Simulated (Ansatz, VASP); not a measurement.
## Sn in VASP and in Ansatz

```
CELL_PARAMETERS angstrom
0.00000 3.27017 3.27017
3.27017 0.00000 3.27017
3.27017 3.27017 0.00000
ATOMIC_POSITIONS crystal
Sn 0.00000 0.00000 0.00000
Sn 0.25000 0.25000 0.25000
```

Alike in both runs: functional PBEsol; k mesh 12 × 12 × 12; occupations gaussian, width 0.1 eV; no spin polarisation.

Ansatz relaxed the structure, and its values are those at the end. VASP's run is a single point on that final structure, the one shown.

|  | VASP | Ansatz |
| --- | --- | --- |
| version | VASP 6.6.1 | Ansatz 0.2.0 |
| potentials or method | VASP PAW PBE potentials, release 64 (Sn_d) | scalar-relativistic, plane waves, PAW |
| plane-wave cutoff (eV) | 520 | 420 |
| valence electrons in the cell | 28 | 28 |

|  | VASP | Ansatz | Ansatz less VASP |
| --- | --- | --- | --- |
| gap on the k mesh at the Fermi level (eV) | none | none | - |
| pressure (GPa) | -0.1 | 0.0 | +0.07 |

A gap of «none» marks a metal or a gap that the smearing closes.

Caveats: the PAW data sets were made with another functional, which shifts forces and pressure a little (VASP).
